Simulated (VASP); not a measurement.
# BaTiO3 (P4mm) in VASP: further runs

The runs below take BaTiO3 through relaxation of cell and atoms, with PBEsol, r2SCAN.

Program: VASP 6.6.1. These are calculated values, not measurements. Logs are shortened: lines on timing, memory, paths and dates and some standing lists are left out, and cuts for length are marked.

## (1) The structure

Symmetry: P4mm, No. 99, tetragonal system. Conventional cell: a = 3.966 Å, b = 3.966 Å, c = 4.066 Å, α = 90.00°, β = 90.00°, γ = 90.00°. Ba (site symmetry 4mm) is surrounded by 12 O at 2.79 to 2.89 Å. Around Ti (site symmetry 4mm) lie 5 O at 1.84 to 1.99 Å. O (site symmetry 4mm) is surrounded by 1 Ti at 1.84 Å. O (site symmetry 2mm) is surrounded by 2 Ti at 1.99 Å.

## (2) Relaxation of cell and atoms, PBEsol

INCAR

```
SYSTEM = BaTiO3
PREC = Accurate ; ENCUT = 600
EDIFF = 1E-7 ; ISMEAR = 0
SIGMA = 0.03 ; LREAL = .FALSE.
LASPH = .TRUE. ; NELM = 80
ALGO = Normal ; ISIF = 3
LWAVE = .FALSE. ; LCHARG = .FALSE.
GGA = PS ; IBRION = 2
NSW = 90 ; EDIFFG = -0.005
KPAR = 2
```

KPOINTS

```
regular mesh
0
G
  8 8 8
  0 0 0
```

POSCAR

```
BaTiO3                                  
1.0
    3.9664534134      0.0000000000      0.0000000000
    0.0000000000      3.9664534134     -0.0000000000
    0.0000000000     -0.0000000000      4.0662622655
  Ba              Ti              O             
     1     1     3
Direct
     0.0000000000000000    0.0000000000000000    0.9986466701000166
     0.5000000000000000    0.5000000000000000    0.4820003778330460
     0.5000000000000000    0.5000000000000000    0.0290292087558446
     0.5000000000000000    0.0000000000000000    0.5166618716555496
     0.0000000000000000    0.5000000000000000    0.5166618716555496
```

Potentials or basis: VASP PAW PBE potentials, release 64 (Ba_sv, Ti_sv, O).

The run is started by

```
> cat potpaw_PBE.64/Ba_sv/POTCAR potpaw_PBE.64/Ti_sv/POTCAR potpaw_PBE.64/O/POTCAR > POTCAR
> mpirun -np 2 vasp_std > vasp.out
```

OUTCAR:

```text
SYSTEM = BaTiO3
   PREC = Accurate
   ENCUT = 600
   EDIFF = 1E-7
   ISMEAR = 0
   LREAL = .FALSE.
   LASPH = .TRUE.
   NELM = 80
   ISIF = 3
   GGA = PS
   IBRION = 2
   NSW = 90
   EDIFFG = -0.005

 ion  position               nearest neighbor table
   1  0.000  0.000  0.999-   4 2.79   5 2.79   5 2.79   4 2.79   3 2.81   3 2.81   3 2.81   3 2.81
                             4 2.89   5 2.89   5 2.89   4 2.89   2 3.42   2 3.42   2 3.42   2 3.42
   2  0.500  0.500  0.482-   3 1.84   4 1.99   5 1.99   4 1.99   5 1.99   3 2.22   1 3.42   1 3.42
                             1 3.42   1 3.42   1 3.50   1 3.50   1 3.50   1 3.50
   3  0.500  0.500  0.029-   2 1.84   2 2.22   1 2.81   1 2.81   1 2.81   1 2.81
   4  0.500  0.000  0.517-   2 1.99   2 1.99   1 2.79   1 2.79   1 2.89   1 2.89
   5  0.000  0.500  0.517-   2 1.99   2 1.99   1 2.79   1 2.79   1 2.89   1 2.89

  LATTYP: Found a simple tetragonal cell.
 ALAT       =     3.9664534134
 C/A-ratio  =     1.0251632483

  Lattice vectors:

 A1 = (   3.9664534134,   0.0000000000,   0.0000000000)
 A2 = (   0.0000000000,   3.9664534134,   0.0000000000)
 A3 = (   0.0000000000,   0.0000000000,   4.0662622655)

Analysis of symmetry for initial positions (statically):
=====================================================================
 Subroutine PRICEL returns:
 Original cell was already a primitive cell.

 Routine SETGRP: Setting up the symmetry group for a
 simple tetragonal supercell.

 Subroutine GETGRP returns: Found  8 space group operations
 (whereof  8 operations were pure point group operations)
 out of a pool of 16 trial point group operations.

The static configuration has the point symmetry C_4v.

Analysis of symmetry for dynamics (positions and initial velocities):
=====================================================================
 Subroutine PRICEL returns:
 Original cell was already a primitive cell.

 Routine SETGRP: Setting up the symmetry group for a
 simple tetragonal supercell.

 Subroutine GETGRP returns: Found  8 space group operations
 (whereof  8 operations were pure point group operations)
 out of a pool of 16 trial point group operations.

The dynamic configuration has the point symmetry C_4v.

 Subroutine INISYM returns: Found  8 space group operations
 (whereof  8 operations are pure point group operations),
 and found     1 'primitive' translations

----------------------------------------------------------------------------------------

                                     Primitive cell

  volume of cell :      63.9735

  direct lattice vectors                    reciprocal lattice vectors
     3.966453413  0.000000000  0.000000000     0.252114394  0.000000000  0.000000000
     0.000000000  3.966453413  0.000000000     0.000000000  0.252114394  0.000000000
     0.000000000  0.000000000  4.066262265     0.000000000  0.000000000  0.245926095

  length of vectors
     3.966453413  3.966453413  4.066262265     0.252114394  0.252114394  0.245926095

  position of ions in fractional coordinates (direct lattice)
     0.000000000  0.000000000  0.998646670
     0.500000000  0.500000000  0.482000378
     0.500000000  0.500000000  0.029029209
     0.500000000  0.000000000  0.516661872
     0.000000000  0.500000000  0.516661872

  ion indices of the primitive-cell ions
   primitive index   ion index
                 1           1
                 2           2
                 3           3
                 4           4
                 5           5

[... 73 lines left out ...]
   EDIFFG = -.5E-02   stopping-criterion for IOM
   NSW    =     90    number of steps for IOM
   IBRION =      2    ionic relax: 0-MD 1-quasi-New 2-CG
   NFREE  =      1    steps in history (QN), initial steepest desc. (CG)
   ISIF   =      3    stress and relaxation
   ISYM   =      2    0-nonsym 1-usesym 2-fastsym
   POTIM  = 0.5000    time-step for ionic-motion
   TEBEG  =    0.0;   TEEND  =   0.0 temperature during run
   PSTRESS=    0.0 pullay stress
   NELECT =      40.0000    total number of electrons
   NUPDOWN=      -1.0000    fix difference up-down
   EMIN   =  10.00;   EMAX   =-10.00  energy-range for DOS
   EFERMI =   0.00;   METHOD = LEGACY
   ISMEAR =     0;   SIGMA  =   0.03  broadening in eV -4-tet -1-fermi 0-gaus
   EFERMI_NEDOS =   21; number of points for ismear=-14 and -15
   IALGO  =     38    algorithm
   IMIX   =      4    mixing-type and parameters
     AMIX     =   0.40;   BMIX     =  1.00
     AMIX_MAG =   1.60;   BMIX_MAG =  1.00
  volume/ion in A,a.u.               =      12.79        86.34
  Fermi-wavevector in a.u.,A,eV,Ry     =   1.399893  2.645414 26.663337  1.959700
  Thomas-Fermi vector in A             =   2.522907
   LORBIT       =      0    0 simple, 1 ext, 2 COOP (PROOUT), +10 PAW based schemes
   GGA     = PS    functional components
   LHFCALC =     F    Hartree Fock is set to
   AEXX    =    0.0000 exact exchange contribution
   IVDW    =     0    specifies the selected vdW correction
   LEPSILON=     F    determine dielectric tensor
   LRPA    =     F    only Hartree local field effects (RPA)
 conjugate gradient relaxation of ions
 non-spin polarized calculation
 Gauss-broadening in eV      SIGMA  =   0.03
  energy-cutoff  :      600.00
  volume of cell :       63.97
 maximum number of plane-waves:      2208
 NGX is ok and might be reduce to    32
   NGX = 15   NGY = 15   NGZ = 17

--------------------------------------- Ionic step        1  -------------------------------------------

 number of electron      39.9999996 magnetization

 Free energy of the ion-electron system (eV)
  ---------------------------------------------------
  ext. energy  EPLUGINS =         0.00000000
  ---------------------------------------------------
  free energy    TOTEN  =       -42.00777654 eV

  energy without entropy =      -42.00777654  energy(sigma->0) =      -42.00777654

------------------------ aborting loop because EDIFF is reached ----------------------------------------

  FORCE on cell =-STRESS in cart. coord.  units (eV):
  Direction    XX          YY          ZZ          XY          YZ          ZX
  --------------------------------------------------------------------------------------
  -------------------------------------------------------------------------------------
  Total        0.0180290      0.0180290     -0.0151090      0.0000000      0.0000000      0.0000000
  in kB        0.4515257      0.4515257     -0.3783956      0.0000000      0.0000000      0.0000000
  external PRESSURE =       0.1748853 kB  Pullay stress =       0.0000000 kB

 VOLUME and BASIS-vectors are now :
 -----------------------------------------------------------------------------
  energy-cutoff  :      600.00
  volume of cell :       63.97
      direct lattice vectors                 reciprocal lattice vectors
     3.966453413  0.000000000  0.000000000     0.252114394  0.000000000  0.000000000
     0.000000000  3.966453413  0.000000000     0.000000000  0.252114394  0.000000000
     0.000000000  0.000000000  4.066262265     0.000000000  0.000000000  0.245926095

 POSITION                                       TOTAL-FORCE (eV/Angst)
 -----------------------------------------------------------------------------------
      0.00000      0.00000      4.06076         0.000000     -0.000000     -0.003782
      1.98323      1.98323      1.95994         0.000000     -0.000000     -0.006304
      1.98323      1.98323      0.11804         0.000000      0.000000      0.006008
      1.98323      0.00000      2.10088        -0.000000      0.000000      0.002039
      0.00000      1.98323      2.10088         0.000000     -0.000000      0.002039
 -----------------------------------------------------------------------------------
    total drift:                                0.000000     -0.000000      0.000220

  FREE ENERGIE OF THE ION-ELECTRON SYSTEM (eV)
  ---------------------------------------------------
  free  energy   TOTEN  =       -42.0077765437 eV

  energy  without entropy=      -42.0077765437  energy(sigma->0) =      -42.00777654

--------------------------------------- Ionic step        2  -------------------------------------------

 number of electron      39.9999996 magnetization

 Free energy of the ion-electron system (eV)
  ---------------------------------------------------
  ext. energy  EPLUGINS =         0.00000000
  ---------------------------------------------------
  free energy    TOTEN  =       -42.00778232 eV

  energy without entropy =      -42.00778232  energy(sigma->0) =      -42.00778232

 E-fermi :   3.9950     XC(G=0): -11.5162

 val. band max:        3.8169478539   @ k =   0.5000   0.5000   0.5000
 cond. band min:       5.5816705809   @ k =   0.0000   0.0000   0.0000
 fundamental gap:      1.7647227270
 Fermi energy:         3.9950418481

 k-point     1 :       0.0000    0.0000    0.0000
  band No.  band energies     occupation
      1     -52.4635      2.00000
      2     -28.8703      2.00000
      3     -28.7928      2.00000
      4     -28.7928      2.00000
      5     -21.0793      2.00000
      6     -13.1120      2.00000
[... 637 lines left out ...]
     23       7.4666      0.00000
     24       8.5790      0.00000

 [... further k-points ...]
[... 5 lines left out ...]
  --------------------------------------------------------------------------------------
  -------------------------------------------------------------------------------------
  Total       -0.0042346     -0.0042346      0.0010230      0.0000000     -0.0000000      0.0000000
  in kB       -0.1060306     -0.1060306      0.0256150      0.0000000     -0.0000000      0.0000000
  external PRESSURE =      -0.0621488 kB  Pullay stress =       0.0000000 kB

 VOLUME and BASIS-vectors are now :
 -----------------------------------------------------------------------------
  energy-cutoff  :      600.00
  volume of cell :       63.99
      direct lattice vectors                 reciprocal lattice vectors
     3.967143392  0.000000000  0.000000000     0.252070546  0.000000000  0.000000000
     0.000000000  3.967143392 -0.000000000     0.000000000  0.252070546 -0.000000000
     0.000000000  0.000000000  4.065669487     0.000000000  0.000000000  0.245961951

 POSITION                                       TOTAL-FORCE (eV/Angst)
 -----------------------------------------------------------------------------------
      0.00000      3.96714      4.05998         0.000000     -0.000000     -0.003296
      1.98357      1.98357      1.95935         0.000000      0.000000      0.001096
      1.98357      1.98357      0.11831         0.000000     -0.000000     -0.000879
      1.98357      0.00000      2.10067        -0.000000      0.000000      0.001540
      0.00000      1.98357      2.10067         0.000000      0.000000      0.001540
 -----------------------------------------------------------------------------------
    total drift:                                0.000000     -0.000000      0.000151

  FREE ENERGIE OF THE ION-ELECTRON SYSTEM (eV)
  ---------------------------------------------------
  free  energy   TOTEN  =       -42.0077823181 eV

  energy  without entropy=      -42.0077823181  energy(sigma->0) =      -42.00778232

 reached required accuracy - stopping structural energy minimisation
```

Run time: 86 s. Hardware: 2 MPI ranks of Intel Xeon Platinum 8488C (Sapphire Rapids), shared host; peak memory 0.28 GiB.

Results:

```yaml
Free_energy: -42.0078 eV
Relaxed_volume: 12.80 Å³/atom
Relaxed_cell: a = 3.967 Å, b = 3.967 Å, c = 4.066 Å, α = 90.00°, β = 90.00°, γ = 90.00°
Space_group_after_relaxing_to_0.05_Å: P4mm (No. 99)
Energy_gained_by_relaxing: 0.0 meV/atom
Ionic_steps: 2
Pressure_after_relaxing: 0.0 GPa
Largest_force_after_relaxing: 0.003 eV/Å
Band_gap_on_the_k_mesh: 1.76 eV, indirect (least direct gap 2.19 eV)
```

Forces in eV/Å, atoms in the order of the input:
```
Ba   0.000  0.000 -0.003
Ti   0.000  0.000  0.001
O    0.000  0.000 -0.001
O    0.000  0.000  0.002
O    0.000  0.000  0.002
```

Final structure:
```
Ba Ti O
1.0
     3.96714    0.00000    0.00000
     0.00000    3.96714    0.00000
     0.00000    0.00000    4.06567
Ba Ti O
1 1 3
Direct
  0.00000 0.00000 0.99860
  0.50000 0.50000 0.48193
  0.50000 0.50000 0.02910
  0.50000 0.00000 0.51669
  0.00000 0.50000 0.51669
```

Caveat: the PAW data sets were made with another functional, which shifts forces and pressure a little; spin-orbit coupling is left out, which moves the levels of the heavy elements. A k mesh can miss the band edges.

[end of part 1 of 2]
